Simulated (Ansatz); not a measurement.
## Lu_Al in AlN (P6_3mc): charge-transition levels and formation energies

Wanted: the transition levels of a substitutional impurity in AlN (P6_3mc), from a cell of 72 host atoms with 1 Al taken out and 1 Lu put in.

Main program and level: Ansatz 0.2.0; place-levels on r2SCAN runs: charge-transition levels and formation energies with image-charge correction and potential alignment at the atomic sites; PAW set soft_1.

## (1) The starting structure

The cell holds 72 atoms: 35 Al, 36 N and 1 Lu. Its edges and angles: a = 9.320 Å, b = 9.320 Å, c = 9.956 Å, α = 90.0°, β = 90.0°, γ = 120.0°. It derives from AlN (space group P6_3mc). Nearest the centre at fractional (0.444, 0.556, 0.500): Lu34 at 0.00 Å, N11 at 1.89 Å, N43 at 1.89 Å, N35 at 1.89 Å, N40 at 1.90 Å, Al9 at 3.07 Å, Al13 at 3.07 Å, Al41 at 3.07 Å.

Coordinates:

```xyz
72
Lattice="9.3196 0.0000 0.0000 -4.6598 8.0710 0.0000 0.0000 0.0000 9.9565" Properties=species:S:1:pos:R:3 pbc="T T T"
Al    1.5533    0.8968    2.4852
Al    0.0000    1.7936    4.9743
N     1.5533    0.8968    4.3848
N     0.0000    1.7936    1.8957
Al    1.5533    0.8968    7.4634
Al    0.0000    1.7936    9.9525
N     1.5533    0.8968    9.3631
N     0.0000    1.7936    6.8739
Al    0.0000    3.5871    2.4852
Al   -1.5533    4.4839    4.9743
N     0.0000    3.5871    4.3848
N    -1.5533    4.4839    1.8957
Al    0.0000    3.5871    7.4634
Al   -1.5533    4.4839    9.9525
N     0.0000    3.5871    9.3631
N    -1.5533    4.4839    6.8739
Al   -1.5533    6.2774    2.4852
Al   -3.1065    7.1742    4.9743
N    -1.5533    6.2774    4.3848
N    -3.1065    7.1742    1.8957
Al   -1.5533    6.2774    7.4634
Al   -3.1065    7.1742    9.9525
N    -1.5533    6.2774    9.3631
N    -3.1065    7.1742    6.8739
Al    4.6598    0.8968    2.4852
Al    3.1065    1.7936    4.9743
N     4.6598    0.8968    4.3848
N     3.1065    1.7936    1.8957
Al    4.6598    0.8968    7.4634
Al    3.1065    1.7936    9.9525
N     4.6598    0.8968    9.3631
N     3.1065    1.7936    6.8739
Al    3.1065    3.5871    2.4852
Lu    1.5533    4.4839    4.9743
N     3.1065    3.5871    4.3848
N     1.5533    4.4839    1.8957
Al    3.1065    3.5871    7.4634
Al    1.5533    4.4839    9.9525
N     3.1065    3.5871    9.3631
N     1.5533    4.4839    6.8739
Al    1.5533    6.2774    2.4852
Al    0.0000    7.1742    4.9743
N     1.5533    6.2774    4.3848
N     0.0000    7.1742    1.8957
Al    1.5533    6.2774    7.4634
Al    0.0000    7.1742    9.9525
N     1.5533    6.2774    9.3631
N     0.0000    7.1742    6.8739
Al    7.7663    0.8968    2.4852
Al    6.2130    1.7936    4.9743
N     7.7663    0.8968    4.3848
N     6.2130    1.7936    1.8957
Al    7.7663    0.8968    7.4634
Al    6.2130    1.7936    9.9525
N     7.7663    0.8968    9.3631
N     6.2130    1.7936    6.8739
Al    6.2130    3.5871    2.4852
Al    4.6598    4.4839    4.9743
N     6.2130    3.5871    4.3848
N     4.6598    4.4839    1.8957
Al    6.2130    3.5871    7.4634
Al    4.6598    4.4839    9.9525
N     6.2130    3.5871    9.3631
N     4.6598    4.4839    6.8739
Al    4.6598    6.2774    2.4852
Al    3.1065    7.1742    4.9743
N     4.6598    6.2774    4.3848
N     3.1065    7.1742    1.8957
Al    4.6598    6.2774    7.4634
Al    3.1065    7.1742    9.9525
N     4.6598    6.2774    9.3631
N     3.1065    7.1742    6.8739
```

Screening for the image-charge correction: ε∞ = (4.49, 4.49, 4.72), ε0 = (8.15, 8.15, 9.65), computed on the host (DFPT, PBEsol, on the r2SCAN cell), and a cell off the functional's own equilibrium shifts the ionic part.

The cell's shortest repeat is 9.3 Å.

## (2) What was run first

A transition level is the Fermi level at which two charge states cost the same, so each charge needs its own total energy, at its own relaxed structure.

Random displacements of about 0.05 Å break the site symmetry at the start, so that the relaxation can reach a distorted minimum if there is one. Forces are taken at one point at (¼, ¼, ¼). The cell holds 1 electron more than the neutral one, with a uniform background that keeps it neutral on the whole. The electron count is odd, so at least one spin is unpaired; this run locks the moment at 1 μB.

The sampling was tested on the host first: at the k-points planned (1x1x1 shifted 0.25 0.25 0.25) its energy lies -0.014 eV an atom from the dense-mesh value, under the bound of 0.02 eV set for this test; that bounds the host's error, not the defect's.

One state's input; the others differ in charge, spin, start and seed, and in occupations where the table says so.

Input file qm1_M1.relax/input.yaml:

```yaml
crystal:
  lattice:
    - [9.31956554, 9.0e-08, 0.0]
    - [-4.65978284, 8.07098046, 0.0]
    - [0.0, 0.0, 9.95647772]
  atoms:
    - { symbol: Al, position: [0.22222222, 0.11111111, 0.24960167] }
    - { symbol: Al, position: [0.11111111, 0.22222222, 0.49960167] }
    - { symbol: "N", position: [0.22222222, 0.11111111, 0.44039833] }
    - { symbol: "N", position: [0.11111111, 0.22222222, 0.19039833] }
    - { symbol: Al, position: [0.22222222, 0.11111111, 0.74960167] }
    - { symbol: Al, position: [0.11111111, 0.22222222, 0.99960167] }
    - { symbol: "N", position: [0.22222222, 0.11111111, 0.94039833] }
    - { symbol: "N", position: [0.11111111, 0.22222222, 0.69039833] }
    - { symbol: Al, position: [0.22222222, 0.44444444, 0.24960167] }
    - { symbol: Al, position: [0.11111111, 0.55555556, 0.49960167] }
    - { symbol: "N", position: [0.22222222, 0.44444444, 0.44039833] }
    - { symbol: "N", position: [0.11111111, 0.55555556, 0.19039833] }
    - { symbol: Al, position: [0.22222222, 0.44444444, 0.74960167] }
    - { symbol: Al, position: [0.11111111, 0.55555556, 0.99960167] }
    - { symbol: "N", position: [0.22222222, 0.44444444, 0.94039833] }
    - { symbol: "N", position: [0.11111111, 0.55555556, 0.69039833] }
    - { symbol: Al, position: [0.22222222, 0.77777778, 0.24960167] }
    - { symbol: Al, position: [0.11111111, 0.88888889, 0.49960167] }
    - { symbol: "N", position: [0.22222222, 0.77777778, 0.44039833] }
    - { symbol: "N", position: [0.11111111, 0.88888889, 0.19039833] }
    - { symbol: Al, position: [0.22222222, 0.77777778, 0.74960167] }
    - { symbol: Al, position: [0.11111111, 0.88888889, 0.99960167] }
    - { symbol: "N", position: [0.22222222, 0.77777778, 0.94039833] }
    - { symbol: "N", position: [0.11111111, 0.88888889, 0.69039833] }
    - { symbol: Al, position: [0.55555556, 0.11111111, 0.24960167] }
    - { symbol: Al, position: [0.44444444, 0.22222222, 0.49960167] }
    - { symbol: "N", position: [0.55555556, 0.11111111, 0.44039833] }
    - { symbol: "N", position: [0.44444444, 0.22222222, 0.19039833] }
    - { symbol: Al, position: [0.55555556, 0.11111111, 0.74960167] }
    - { symbol: Al, position: [0.44444444, 0.22222222, 0.99960167] }
    - { symbol: "N", position: [0.55555556, 0.11111111, 0.94039833] }
    - { symbol: "N", position: [0.44444444, 0.22222222, 0.69039833] }
    - { symbol: Al, position: [0.55555556, 0.44444444, 0.24960167] }
    - { symbol: Lu, position: [0.44444444, 0.55555556, 0.49960167] }
    - { symbol: "N", position: [0.55555556, 0.44444444, 0.44039833] }
    - { symbol: "N", position: [0.44444444, 0.55555556, 0.19039833] }
    - { symbol: Al, position: [0.55555556, 0.44444444, 0.74960167] }
    - { symbol: Al, position: [0.44444444, 0.55555556, 0.99960167] }
    - { symbol: "N", position: [0.55555556, 0.44444444, 0.94039833] }
    - { symbol: "N", position: [0.44444444, 0.55555556, 0.69039833] }
    - { symbol: Al, position: [0.55555556, 0.77777778, 0.24960167] }
    - { symbol: Al, position: [0.44444444, 0.88888889, 0.49960167] }
    - { symbol: "N", position: [0.55555556, 0.77777778, 0.44039833] }
    - { symbol: "N", position: [0.44444444, 0.88888889, 0.19039833] }
    - { symbol: Al, position: [0.55555556, 0.77777778, 0.74960167] }
    - { symbol: Al, position: [0.44444444, 0.88888889, 0.99960167] }
    - { symbol: "N", position: [0.55555556, 0.77777778, 0.94039833] }
    - { symbol: "N", position: [0.44444444, 0.88888889, 0.69039833] }
    - { symbol: Al, position: [0.88888889, 0.11111111, 0.24960167] }
    - { symbol: Al, position: [0.77777778, 0.22222222, 0.49960167] }
    - { symbol: "N", position: [0.88888889, 0.11111111, 0.44039833] }
    - { symbol: "N", position: [0.77777778, 0.22222222, 0.19039833] }
    - { symbol: Al, position: [0.88888889, 0.11111111, 0.74960167] }
    - { symbol: Al, position: [0.77777778, 0.22222222, 0.99960167] }
    - { symbol: "N", position: [0.88888889, 0.11111111, 0.94039833] }
    - { symbol: "N", position: [0.77777778, 0.22222222, 0.69039833] }
    - { symbol: Al, position: [0.88888889, 0.44444444, 0.24960167] }
    - { symbol: Al, position: [0.77777778, 0.55555556, 0.49960167] }
    - { symbol: "N", position: [0.88888889, 0.44444444, 0.44039833] }
    - { symbol: "N", position: [0.77777778, 0.55555556, 0.19039833] }
    - { symbol: Al, position: [0.88888889, 0.44444444, 0.74960167] }
    - { symbol: Al, position: [0.77777778, 0.55555556, 0.99960167] }
    - { symbol: "N", position: [0.88888889, 0.44444444, 0.94039833] }
    - { symbol: "N", position: [0.77777778, 0.55555556, 0.69039833] }
    - { symbol: Al, position: [0.88888889, 0.77777778, 0.24960167] }
    - { symbol: Al, position: [0.77777778, 0.88888889, 0.49960167] }
    - { symbol: "N", position: [0.88888889, 0.77777778, 0.44039833] }
    - { symbol: "N", position: [0.77777778, 0.88888889, 0.19039833] }
    - { symbol: Al, position: [0.88888889, 0.77777778, 0.74960167] }
    - { symbol: Al, position: [0.77777778, 0.88888889, 0.99960167] }
    - { symbol: "N", position: [0.88888889, 0.77777778, 0.94039833] }
    - { symbol: "N", position: [0.77777778, 0.88888889, 0.69039833] }
  host:
    repeats: [3, 3, 2]
    atoms:
      - { symbol: Al, position: [0.66666667, 0.33333333, 0.49920333] }
      - { symbol: Al, position: [0.33333333, 0.66666667, 0.99920333] }
      - { symbol: "N", position: [0.66666667, 0.33333333, 0.88079667] }
      - { symbol: "N", position: [0.33333333, 0.66666667, 0.38079667] }
total_charge: -1
basis:
  ecutwfc: 500
  xc_grid: 2
hamiltonian:
  xc: r2scan
  pseudopotentials: { kind: paw, azcp: { folder: soft_1 } }
kpoints:
  mp_grid: { grid: [1, 1, 1], shift: [0.25, 0.25, 0.25] }
magnetization:
  spin_polarized: true
  initial_magnetization: 1
  spin_locking: { lock_magnetization: hard }
scf:
  occupations: { method: fixed }
  max_iter: 100
output:
  forces: true
  charged_corrections:
    epsilon: [4.49, 4.49, 4.72]
    static_epsilon: [8.15, 8.15, 9.65]
    defect_position: [0.444444, 0.555556, 0.499602]
relax:
  f_tol: 0.02
  max_steps: 80
  random_displacement: { amplitude: 0.05, seed: 2179 }
checkpoint:
  write: "../qm1_M1.relax.run"
  compress: false
  write_wavefunctions: true
  write_every: 100000
```

Command:

```console
> ansatz run input.yaml --threads 4 --pin off --max-ram 7536MiB --backend cpu --events-out ev --progress --plain --runs-dir out
```

Defect states can disperse in a cell of this size, so the energy is taken again at a 2×2×2 shifted mesh, on the relaxed structure.

The run of this state that the levels use, under r2SCAN:

Input file qm1_M1.point/input.yaml:

```yaml
crystal:
  checkpoint: "../qm1_M1.relax.run"
  host: checkpoint
total_charge: -1
basis:
  ecutwfc: 500
  xc_grid: 2
hamiltonian:
  xc: r2scan
  pseudopotentials: { kind: paw, azcp: { folder: soft_1 } }
kpoints:
  mp_grid: { grid: [2, 2, 2], shift: [0.5, 0.5, 0.5] }
magnetization:
  spin_polarized: true
  initial_magnetization: 1
  spin_locking: { lock_magnetization: hard }
scf:
  occupations: { method: fermi_dirac, width: 0.01 }
  max_iter: 100
output:
  forces: true
  eigenvalues: true
  charged_corrections:
    epsilon: [4.49, 4.49, 4.72]
    static_epsilon: [8.15, 8.15, 9.65]
    defect_position: [0.444444, 0.555556, 0.499602]
  eigenstates: { localisation: true }
  populations: true
  efg: {}
  band_densities: [{ bands: [v1, v1] }, { bands: [c1, c1] }]
  write_density: true
  write_potential: true
  volumetric_format: npy
checkpoint:
  read: "../qm1_M1.relax.run"
  write: "../qm1_M1.point.run"
  compress: false
  write_wavefunctions: false
  write_every: 100000
```

Relaxations under r2SCAN at one point at (¼, ¼, ¼); times on 4 threads of Arm Neoverse V2, shared host:

```tsv
charge	moment (μB)	occupations	outcome	steps	largest displacement against the far atoms (Å)	time
−1	1	fixed	converged	11	0.27	5.6 min
0	0	fixed	converged	8	0.22	1.7 min
+1	1	fixed	converged	8	0.33	4.7 min
```

Single points under r2SCAN at a 2×2×2 shifted mesh; times on 4 threads of Arm Neoverse V2, shared host:

```tsv
charge	moment (μB)	occupations	outcome	time
−1	1	fermi-dirac	converged	3.3 min
0	0	fermi-dirac	converged	69 s
+1	1	fermi-dirac	converged	3 min
```

Distances (Å) from Lu34 to the nearest atoms after relaxation with r2SCAN:

```tsv
charge	moment (μB)	1.	2.	3.	4.	5.	6.
−1	1	N 2.11	N 2.11	N 2.17	N 2.17	Al 2.97	Al 2.97
0	0	N 2.09	N 2.10	N 2.10	N 2.14	N 2.99	Al 3.10
+1	1	N 2.10	N 2.10	N 2.12	N 2.15	N 2.86	Al 3.06
```

(Part 1 of 2 ends here.)

[Logs are printed without paths, hosts, clocks, repeated set-up lines and the standing remarks that a program may print on its own settings, such as how far it seeks lower states.]

[Hosts, paths, dates, database ids (printed as entryN), source tags and the programs' standing remarks are cut or masked in the printed files.]

[Where a table of states has a column of steps, it counts the stored structures, which are thinned; the runs took as many ionic steps or more.]

[A defect's name tells the site on which it was built; relaxed atoms can leave that site.]

[For some hosts the program warned that the k-mesh of the response run may be too coarse for force constants and the static dielectric constant; such warnings are not shown here.]
